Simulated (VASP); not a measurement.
Here is a VASP 6.6.1 calculation.

INCAR

```
SYSTEM = Si
PREC = Accurate ; ENCUT = 520
EDIFF = 1E-8 ; ISMEAR = -1
SIGMA = 0.02 ; LREAL = .FALSE.
LASPH = .TRUE. ; NELM = 80
ALGO = Normal ; ISIF = 2
LWAVE = .FALSE. ; LCHARG = .FALSE.
LEFG = .TRUE. ; NBANDS = 11
```

The input KPOINTS:

```
Automatic mesh
0
G
  10 10 10
  0 0 0
```

POSCAR

```
Si
1.0
    0.0000000000      2.7218511865      2.7218511865
    2.7218511865      0.0000000000      2.7218511865
    2.7218511865      2.7218511865      0.0000000000
Si
2
Direct
    0.7500000000      0.7500000000      0.7500000000
    0.5000000000      0.5000000000      0.5000000000
```

Potentials or basis: VASP PAW LDA potentials, release 64 (Si).

Command:

```bash
$ cat potpaw_LDA.64/Si/POTCAR > POTCAR
$ mpirun -np 1 vasp_std > vasp.out
```

(1) Estimate the pressure.

(2) Predict the band gap on the k mesh.

## Answers

(1) -2.1 GPa.

(2) 0.49 eV, indirect (least direct gap 2.52 eV).
